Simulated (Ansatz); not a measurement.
# ZrO2: how the settings move a single-point run

How sensitive is a single-point run of ZrO2 to its settings? A reference run comes first, then two runs with altered input.

The COD entry's cell or inner coordinates are ideal or old and differ from later refinements, so a difference from it is no clean test against experiment.

Computed with Ansatz 0.2.0 (reference: DFT, PBE, PAW with Ansatz's default frozen-core files, scalar-relativistic, unless a step's input says otherwise).

**1. The system as given**

Symmetry: Fm-3m, No. 225, cubic system. Conventional cell: a = 5.070 Å, b = 5.070 Å, c = 5.070 Å, α = 90.00°, β = 90.00°, γ = 90.00°. Zr (site symmetry m-3m) has 8 O at 2.20 Å as nearest neighbours. O (site symmetry -43m) has 4 Zr at 2.20 Å as nearest neighbours.

Coordinates:

```
Zr O
1.0
     0.00000    2.53500    2.53500
     2.53500    0.00000    2.53500
     2.53500    2.53500    0.00000
Zr O
1 2
Direct
  0.00000 0.00000 0.00000
  0.25000 0.25000 0.25000
  0.75000 0.75000 0.75000
```

**2. Baseline**

Contents of input.yaml:

```yaml
crystal:
  lattice:
    - [0.0, 2.535, 2.535]
    - [2.535, 0.0, 2.535]
    - [2.535, 2.535, 0.0]
  atoms:
    - { symbol: Zr, position: [0.0, 0.0, 0.0] }
    - { symbol: O, position: [0.25, 0.25, 0.25] }
    - { symbol: O, position: [0.75, 0.75, 0.75] }
kpoints:
  mp_grid: { grid: [9, 9, 9] }
  band_path:
    path:
      - [0.0, 0.0, 0.0]
      - [0.5, 0.0, 0.5]
      - [0.625, 0.25, 0.625]
      - [0.375, 0.375, 0.75]
      - [0.0, 0.0, 0.0]
      - [0.5, 0.5, 0.5]
      - [0.5, 0.25, 0.75]
      - [0.5, 0.0, 0.5]
    npoints: 14
scf:
  occupations: { method: fermi_dirac, width: 0.03 }
hamiltonian:
  xc: pbe
  pseudopotentials: { kind: paw }
output:
  forces: true
  stress: true
  eigenvalues: true
  efg: { contact_densities: true }
  populations: true
  bader: true
  dos: { projected: true, de: 0.2, e_range: [-14, 8] }
  write_density: true
  write_potential: true
  elf: true
  volumetric_format: npy
```

Run with:

```sh
> ansatz run input.yaml --threads 1 --pin off --max-ram 3072MiB --backend cpu --events-out ev --progress --plain --runs-dir out
```

The main lines of its log:

```text
[...]
Basis set: ecut = 420 eV, 609 PW (Γ), exchange–correlation on 48×48×48 points (8 copies of the dense FFT grid, shifted against one another)
[...]
k-points: 35 of 729
[...]
SCF iter   1: F=—  HF=-5323.802077 eV  |F-HF|=—  |Δ(HF+E_count)|=         —  Δρ=2.23e-3  dr2=1.06e-3  ethr=1.77e-3  ⟨swp⟩=5.9  Hψ=2622  notcnv=0
preconditioner: auto → none  [insulator: Δε(μ)=3.475 eV  Ē_g=17.352 eV  σ=0.030 eV  W_gap=1.00  n_scr=14 (ndim 8)  ℏωp=30.5 eV  f_vac=0.023  D(μ)=0.00/eV (n_scr^D=0)  ε∞_Penn≈4.1]
SCF iter   2: F=—  HF=-5323.801952 eV  |F-HF|=—  |Δ(HF+E_count)|=   1.25e-4  Δρ=1.51e-3  dr2=5.64e-4  ethr=4.43e-6  ⟨swp⟩=2.0  Hψ=1399  notcnv=0
[...]
SCF iter   5: F=-5323.801809 eV  HF=-5323.801809 eV  |F-HF|=2.76e-8  |Δ(HF+E_count)|=   7.35e-6  Δρ=1.45e-5  dr2=2.12e-8  ethr=6.85e-9  ⟨swp⟩=2.0  Hψ=979  notcnv=0
SCF iter   6: F=-5323.801809 eV  HF=-5323.801809 eV  |F-HF|=2.18e-10  |Δ(HF+E_count)|=   3.38e-8  Δρ=2.04e-6  dr2=7.41e-10  ethr=8.83e-11  ⟨swp⟩=5.7  Hψ=3171  notcnv=0
[...]
SCF converged after 6 iterations
Free energy (F): -5323.801809 eV
[...]
E sigma→0 (E₀):  -5323.801809 eV
Fermi energy:    14.043022 eV
[...]
  P = ⅓ Tr σ = 6.7592 GPa (67.592 kbar)
[...]
```

Run time: 13 s. Hardware: 1 thread of Arm Neoverse V2, shared host.

**3. Changing settings: occupations.method gaussian, occupations.width 0.025**

input.yaml, as its differences from that of step 2:

```diff
@@ -23,3 +23,3 @@
 scf:
-  occupations: { method: fermi_dirac, width: 0.03 }
+  occupations: { method: gaussian, width: 0.025 }
 hamiltonian:
@@ -33,7 +33 @@
   populations: true
-  bader: true
-  dos: { projected: true, de: 0.2, e_range: [-14, 8] }
-  write_density: true
-  write_potential: true
-  elf: true
-  volumetric_format: npy
```

Run with:

```sh
> ansatz run input.yaml --threads 1 --pin off --max-ram 3072MiB --backend cpu --events-out ev --progress --plain --runs-dir out
```

Output, shortened:

```text
Zr: output.efg is read without spin–orbit coupling, which moves field gradients at and beside such atoms by some per cent and up to a factor of two; PAW files take it under magnetization.noncollinear and magnetization.spin_orbit
[...]
Pseudopotentials: kind: paw
Pseudopotential: Zr, paw, valence charge 12, recommended cutoff 420 eV (normal)
Pseudopotential: O, paw, valence charge 6, recommended cutoff 420 eV (normal)
Functional definition: PBE
[...]
Crystal: 3 atoms, lattice volume = 32.581 Å³
Basis set: ecut = 420 eV, 609 PW (Γ), exchange–correlation on 48×48×48 points (8 copies of the dense FFT grid, shifted against one another)
Bands: 16, of which v1, the nominal top of the filled ones, is band 12 counted from 1 (11 counted from 0)
Symmetry: 48 space group operations
Space group: Fm-3m (ITA 225), of the structure as read, at distance tolerance 3.2e-5 Å
k-points: 35 of 729
[...]
SCF iter   1: F=—  HF=-5323.802077 eV  |F-HF|=—  |Δ(HF+E_count)|=         —  Δρ=2.23e-3  dr2=1.06e-3  ethr=1.77e-3  ⟨swp⟩=6.0  Hψ=2633  notcnv=0
[...]
SCF iter   6: F=-5323.801809 eV  HF=-5323.801809 eV  |F-HF|=2.16e-10  |Δ(HF+E_count)|=   3.39e-8  Δρ=2.04e-6  dr2=7.42e-10  ethr=8.83e-11  ⟨swp⟩=2.0  Hψ=2012  notcnv=0
[...]
NSCF: frozen V_eff on 99 k-points
SCF converged after 6 iterations
Free energy (F): -5323.801809 eV
[...]
E sigma→0 (E₀):  -5323.801809 eV
Fermi energy:    14.016686 eV
[...]
--- Forces (eV/Å), atoms counted from 1 ---
  atom   1  Zr    -0.00000000     0.00000000    -0.00000000
  atom   2  O     -0.00000000     0.00000000    -0.00000000
  atom   3  O      0.00000000     0.00000000     0.00000000
[...]
--- Stress (GPa, compression-positive) ---
        6.759228       0.000000      -0.000000
       -0.000000       6.759228      -0.000000
       -0.000000       0.000000       6.759228
  P = ⅓ Tr σ = 6.7592 GPa (67.592 kbar)
--- PAW observables at the nuclei: V_zz in 10²¹ V/m², potentials from the cell's mean, atoms counted from 1 ---
  atom   1  Zr V_zz =    -0.000000   η = 0.0000   by run symmetry: forbidden
            electrostatic potential = -5926.763287 V   contact ρ = 490526.580274 e/Å³
  atom   2  O  V_zz =    +0.000000   η = 0.0000   by run symmetry: forbidden
            electrostatic potential = -629.377617 V   contact ρ = 2156.603570 e/Å³
  atom   3  O  V_zz =    +0.000000   η = 0.0000   by run symmetry: forbidden
            electrostatic potential = -629.377617 V   contact ρ = 2156.603570 e/Å³
--- Band table (eV; the first three rows and the last of 35) ---
  k-point 0: bands = ["-35.6790", "-13.5001", "-13.5001", "-13.5001", "-5.9088", "-3.3045", "7.0461", "7.0461", "7.0461", "11.8101", "11.8101", "11.8101", "15.7383", "15.7383", "19.0149", "21.8531"]
[...]
--- Löwdin populations: 3 sites ---
  site symbol       q [e]
     0     Zr     10.5283
     1      O      6.6852
     2      O      6.6852
  spilling = 0.004222 (of n_electrons = 24.000000)
```

It took 3 s on 1 thread of Arm Neoverse V2, shared host.

The changed input (smearing) leaves the energy the same to the digits printed.

**4. Variant: mp_grid.shift [0.5, 0.5, 0.5], xc revpbe**

input.yaml, as its differences from that of step 2:

```diff
@@ -10,3 +10,3 @@
 kpoints:
-  mp_grid: { grid: [9, 9, 9] }
+  mp_grid: { grid: [9, 9, 9], shift: [0.5, 0.5, 0.5] }
   band_path:
@@ -25,3 +25,3 @@
 hamiltonian:
-  xc: pbe
+  xc: revpbe
   pseudopotentials: { kind: paw }
@@ -33,4 +33,2 @@
   populations: true
-  bader: true
-  dos: { projected: true, de: 0.2, e_range: [-14, 8] }
   write_density: true
```

Run with:

```sh
> ansatz run input.yaml --threads 1 --pin off --max-ram 3072MiB --backend cpu --events-out ev --progress --plain --runs-dir out
```

Output, shortened:

```text
Warning: crystal.symmetry: narrowed to the stabiliser of the k-point mesh — unitary ops 48 → 12; excluded 36 operations that carry a point of the 9×9×9 mesh (shift [0.5, 0.5, 0.5]) off the mesh (the run samples exactly the mesh kpoints.mp_grid names, as under crystal.symmetry.detect: [...]
Zr: output.efg is read without spin–orbit coupling, which moves field gradients at and beside such atoms by some per cent and up to a factor of two; PAW files take it under magnetization.noncollinear and magnetization.spin_orbit
[...]
Pseudopotentials: kind: paw
Pseudopotential: Zr, paw, valence charge 12, recommended cutoff 420 eV (normal)
Pseudopotential: O, paw, valence charge 6, recommended cutoff 420 eV (normal)
Functional definition: revPBE
[...]
Crystal: 3 atoms, lattice volume = 32.581 Å³
Basis set: ecut = 420 eV, 609 PW (Γ), exchange–correlation on 48×48×48 points (8 copies of the dense FFT grid, shifted against one another)
[...]
       10.204872       0.000713       0.000713
        0.000713      10.204872       0.000713
        0.000713       0.000713      10.204872
  P = ⅓ Tr σ = 10.2049 GPa (102.049 kbar)
--- PAW observables at the nuclei: V_zz in 10²¹ V/m², potentials from the cell's mean, atoms counted from 1 ---
  atom   1  Zr V_zz =    +0.000219   η = 0.0000   by run symmetry: allowed
            electrostatic potential = -5926.747433 V   contact ρ = 490738.280274 e/Å³
  atom   2  O  V_zz =    -0.000685   η = 0.0000   by run symmetry: allowed
            electrostatic potential = -629.372091 V   contact ρ = 2159.746520 e/Å³
  atom   3  O  V_zz =    -0.000685   η = 0.0000   by run symmetry: allowed
            electrostatic potential = -629.372091 V   contact ρ = 2159.746520 e/Å³
--- Band table (eV; the first three rows and the last of 85) ---
  k-point 0: bands = ["-35.6219", "-13.4656", "-13.4431", "-13.4431", "-5.8221", "-3.3257", "7.1814", "7.1814", "7.2386", "11.8315", "11.8485", "11.8485", "15.9356", "15.9356", "19.3601", "21.8100"]
[...]
--- Löwdin populations: 3 sites ---
  site symbol       q [e]
     0     Zr     10.5179
     1      O      6.6905
     2      O      6.6905
  spilling = 0.004212 (of n_electrons = 24.000000)
```

Wall time 4.6 s (1 thread of Arm Neoverse V2, shared host).

A change of functional puts the total energy on another scale; the pressure goes from 6.8 to 10.2 GPa and the gap on the mesh goes from 3.44 to 3.57 eV. The k-point mesh changed too.

**5. All runs together**

| run | ending | energy change | pressure (GPa) | gap (eV) | force (eV/Å) | cycles | time |
| --- | --- | --- | --- | --- | --- | --- | --- |
| reference | converged | 0 | 6.8 | 3.44 | 0.00 | 6 | 13 s |
| 1: occupations.method gaussian, occupations.width 0.025 | converged | 0.0 meV/atom (σ→0) | 6.8 | 3.44 | 0.00 | 6 | 3 s |
| 2: mp_grid.shift [0.5, 0.5, 0.5], xc revpbe | converged | not comparable | 10.2 | 3.57 | 0.00 | 6 | 4.6 s |

Times don't compare one to one where runs were asked for different outputs or read a saved state (see the inputs); cycles may leave out searches for a lower state.

Residual by cycle in the longest SCF loop of each run; runs are numbered as in the table. The quantity is the density residual dr2, in eV.

| cycle | reference | run 1 | run 2 |
| --- | --- | --- | --- |
| 1 | 0.00106 | 0.00106 | 0.0034 |
| 2 | 5.6e-4 | 5.6e-4 | 0.00151 |
| 3 | 1.8e-5 | 1.8e-5 | 1.1e-4 |
| 4 | 1.6e-6 | 1.6e-6 | 1.9e-6 |
| 5 | 2.1e-8 | 2.1e-8 | 2.6e-7 |
| 6 | 7.4e-10 | 7.4e-10 | 1.2e-8 |

**Reading.** «occupations.method gaussian, occupations.width 0.025» leaves the energy as it was. The pressure spans 6.8 to 10.2 GPa over the reference and the converged variants. The gap spans 3.44 to 3.57 eV over the reference and the converged variants (gaps read on unlike meshes, which can miss the band edges).

The gaps are Kohn-Sham values of a semilocal functional, not quasiparticle or optical gaps. Such gaps usually fall short of the measured ones.
